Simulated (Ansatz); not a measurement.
# Ru: element swaps in one structure

An exercise on one series of results from a longer session: the logs are not shown, and one member is left open.

Method: DFT r2SCAN, scalar-relativistic, plane waves, PAW, in Ansatz 0.2.0.

1 further run of the same task is left out (set aside as unsound or not needed).

## Starting point

It takes space group P6_3/mmc (No. 194, hexagonal). The conventional cell has a = 2.702 Å, b = 2.702 Å, c = 4.266 Å, α = 90.00°, β = 90.00°, γ = 120.00°. Ru (site symmetry -6m2) is surrounded by 12 Ru at 2.64 to 2.70 Å.

Structure file:

```
CELL_PARAMETERS angstrom
2.70246 0.00000 0.00000
-1.35123 2.34040 0.00000
0.00000 0.00000 4.26584
ATOMIC_POSITIONS crystal
Ru 0.33333 0.66667 0.25000
Ru 0.66667 0.33333 0.75000
```

It goes back to an entry of the Materials Project.

It is the result of an earlier relaxation at this level (volume 13.49 Å³/atom; gap on the mesh: none (metal)).

The first run:

File input.yaml:

```yaml
crystal:
  lattice:
    - [2.6135946635, 0.0, 0.0]
    - [-1.3067973317, 2.2634393738, 0.0]
    - [0.0, 0.0, 4.1255575697]
  atoms:
    - { symbol: Sn, position: [0.3333333333, 0.6666666667, 0.25] }
    - { symbol: Sn, position: [0.6666666667, 0.3333333333, 0.75] }
basis:
  ecutwfc: 500
kpoints:
  mp_grid: { grid: [6, 6, 4] }
hamiltonian:
  xc: r2scan
scf:
  occupations: { method: gaussian, width: 0.1 }
output:
  forces: true
  stress: true
  eigenvalues: true
```

Launch:

```sh
> ansatz run input.yaml --threads 1 --pin off --max-ram 2560MiB --backend cpu --events-out ev --progress --plain --runs-dir out
```

Among the steps run: Probe: one point at the start (Sn); Rough relaxation on the coarse mesh (Sn); Full relaxation (Sn); Probe: one point at the start (Pb); Coarse relaxation (Pb); Relaxing cell and atoms (Pb).

One of the session's tables, all rows but one given; the rest of the session is left out.

It belongs to the step «The crystals compared». Lengths are those of the vectors of the cell that was run:

```
   swap  volume (Å³/atom)  a (Å)  b (Å)  c (Å)
   none             13.49  2.702  2.702  4.266
Ru → Si             13.73  2.640  2.640  4.552
Ru → Rh             13.76  2.704  2.704  4.348
Ru → Sn             26.96  3.375  3.375  5.466
Ru → Pb                 ?      ?      ?      ?
```

**Question.** Estimate the row for Ru → Pb.

**Answer.** volume (Å³/atom): 31.03; a (Å): 3.497; b (Å): 3.497; c (Å): 5.860. In the column «volume (Å³/atom)» it is the highest.

Lengths are those of the computed cell. Rows of earlier swaps come from the sessions before.
